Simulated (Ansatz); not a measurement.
**BN: levels along high-symmetry lines**

```
B N
1.0
     2.51000    0.00000    0.00000
    -1.25500    2.17372    0.00000
     0.00000    0.00000    6.69000
B N
2 2
Direct
  0.00000 0.00000 0.50000
  0.33333 0.66667 0.00000
  0.00000 0.00000 0.00000
  0.66667 0.33333 0.50000
```

Atom numbers follow the list: B1, B2, N3, N4.

The cell is COD entry 1010602, as deposited and not checked against the literature; nothing was relaxed. It is an old determination, and later ones may differ.

All numbers below come from Ansatz 0.2.0, DFT, PBE, all-electron LAPW, scalar-relativistic.

Settings: a Γ-centred 11×11×4 k mesh, Fermi–Dirac smearing of 0.03 eV, basis error target 1 meV/atom, no spin polarisation.

Points in fractions of the reciprocal vectors of this cell: Γ (0, 0, 0), M (0.5, 0, 0), K (0.333, 0.333, 0), A (0, 0, 0.5), L (0.5, 0, 0.5), H (0.333, 0.333, 0.5). The path joins them by straight lines in the order Γ–M–K–Γ–A–L–H–A–L; legs that retrace an earlier one aren't tabulated. Energies are in eV from the top of the valence band.

Metal or insulator at this level of theory?

An insulator or semiconductor: gap 4.36 eV, indirect from H (0.333, 0.333, 0.5) to M (0.5, 0, 0).

Tabulate bands 9 to 14, counted from the lowest band of the run, along the path.


```
k (1/Å)  point  band 9  band 10  band 11  band 12  band 13  band 14
   0.00      Γ   -1.43    -1.43    -1.33    -1.33     5.15    10.10
   0.36          -2.62    -2.52    -1.98    -1.87     5.68     9.85
   0.72          -4.56    -3.04    -2.93    -2.73     6.98     8.53
   1.08          -3.90    -3.79    -2.73    -1.32     5.88     6.83
   1.45      M   -4.22    -4.10    -1.30    -0.71     4.36     5.44
   1.65          -4.61    -4.49    -1.19    -0.62     4.40     5.41
   1.86          -5.57    -5.44    -0.90    -0.38     4.48     5.27
   2.07          -6.65    -6.52    -0.48    -0.10     4.52     4.99
   2.28      K   -7.22    -7.14    -0.18    -0.02     4.45     4.81
   2.70          -5.95    -5.84    -1.74    -0.59     5.58     5.84
   3.11          -4.04    -4.00    -3.90    -2.29     7.66     8.05
   3.53          -2.90    -2.81    -2.20    -2.10     5.85     9.74
   3.95      Γ   -1.43    -1.43    -1.33    -1.33     5.15    10.10
   4.07          -1.43    -1.43    -1.33    -1.33     5.33     9.85
   4.18          -1.43    -1.43    -1.33    -1.33     5.83     9.22
   4.30          -1.43    -1.43    -1.33    -1.33     6.57     8.37
   4.42      A   -1.43    -1.43    -1.33    -1.33     7.44     7.47
   4.78          -2.61    -2.51    -1.97    -1.87     7.79     7.83
   5.14          -3.75    -3.68    -3.04    -2.94     8.02     8.05
   5.50          -3.89    -3.80    -2.10    -2.01     6.11     6.16
   5.86      L   -4.21    -4.11    -1.01    -0.91     4.62     4.68
   6.07          -4.60    -4.50    -0.91    -0.81     4.65     4.71
   6.28          -5.55    -5.46    -0.64    -0.54     4.68     4.75
   6.49          -6.63    -6.54    -0.30    -0.20     4.63     4.70
   6.70      H   -7.24    -7.15    -0.10     0.00     4.54     4.61
   7.12          -5.95    -5.85    -1.22    -1.12     5.58     5.65
   7.53          -4.00    -3.91    -3.27    -3.19     7.83     7.85
   7.95          -2.89    -2.79    -2.20    -2.10     7.90     7.93
   8.37      A   -1.43    -1.43    -1.33    -1.33     7.44     7.47
```
